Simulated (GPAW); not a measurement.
TePb, 2 atoms in the cell. Symmetry: Pm-3m, No. 221, cubic system. Conventional cell: a = 4.002 Å, b = 4.002 Å, c = 4.002 Å, α = 90.00°, β = 90.00°, γ = 90.00°. Around Pb (site symmetry m-3m) lie 8 Te at 3.47 Å. Te (site symmetry m-3m) is surrounded by 8 Pb at 3.47 Å. Measurements of this composition are mostly on another form, of space group No. 225.

```yaml
Program: GPAW 26.7.0
Task: single point
Functional: LDA
Potentials_or_basis: the program's PAW data sets (release 1.2.1) made for this functional
Cutoff: 450 eV
Basis: pw
k_mesh: 6 × 6 × 6
Occupations: fermi-dirac, width 0.05 eV
Spin: no spin polarisation
Maxiter: 120
Convergence: default
```

Potentials or basis: the program's PAW data sets (release 1.2.1) made for this functional, pw.

Command:

```console
$ OMP_NUM_THREADS=1 python run.py
```

Hardware: 1 thread of Arm Neoverse V1 (shared host).

Problem. How long does it take, and how much memory?

Solution. Wall time 6.7 s on 1 thread of Arm Neoverse V1, on a shared host, peak memory 0.14 GiB. Counts: scf iterations 8, plane waves 1409, bands 19, k points 20.
